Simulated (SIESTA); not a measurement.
## CdSe (Cadmoselite) under changes of volume

One of the cells (28.102 Å³/atom); the others are scaled copies at fixed shape and fractional positions:

```xyz
4
Lattice="4.3000 0.0000 0.0000 -2.1500 3.7239 0.0000 0.0000 0.0000 7.0200" Properties=species:S:1:pos:R:3 pbc="T T T"
Cd    2.1500    1.2413    3.5100
Cd    0.0000    2.4826    0.0000
Se    2.1500    1.2413    6.2127
Se    0.0000    2.4826    2.7027
```

```yaml
Program: SIESTA 5.4.2
Functional: BP86
Potentials_or_basis: PseudoDojo 0.4 standard (PBE files)
Basis: DZP (energy shift 0.002 Ry)
Grid_cutoff: 800 Ry
Energy_shift: 0.002 Ry
k_mesh: 7 × 7 × 4
Occupations: fermi-dirac, width 0.05 eV
Spin: no spin polarisation
```

```tsv
volume (Å³/atom)	energy over the lowest point (meV/atom)	pressure (GPa)	gap on the mesh (eV)	largest force (eV/Å)
26.416	87.36	8.5	1.11	0.416
26.978	60.37	6.8	1.05	0.387
27.540	39.16	5.3	0.98	0.360
28.102	?	?	?	?
28.665	11.33	2.7	0.85	0.314
29.227	3.93	1.6	0.78	0.292
29.789	0.00	0.6	0.73	0.271
```

Question: What does the run at 28.102 Å³/atom give?

Answer: Energy over the lowest point 22.92 meV/atom; pressure 3.9 GPa; gap on the mesh 0.91 eV; largest force 0.336 eV/Å.

Worked out: A Birch-Murnaghan fit of order 3 (a polynomial in V^(-2/3)) to the other rows has its minimum at 30.18 Å³/atom, just outside them, with B0 = V·E''(V) = 46 GPa and B' = 5.0 at fixed shape and positions, which overstates the stiffness. It gives 22.99 meV/atom at 28.102 Å³/atom, against the run's 22.92, and -dE/dV = 3.9 GPa, against 3.9. A straight line through the other rows of the gap, of slope -3.23 eV per unit of ln V (its deformation potential), gives 0.91 eV, against the run's 0.91.

Energies are extrapolated to zero smearing.

Caveats: semicore shells carry a single zeta, which can move pressures by several GPa and volumes by a few percent; the potentials were made for another functional, which shifts forces and pressure; an odd mesh through Γ misses points on the zone boundary, where band edges often lie; the basis of atomic orbitals isn't converged, which shifts pressures, moduli and gaps. Spin-orbit coupling on Cd, Se is left out.
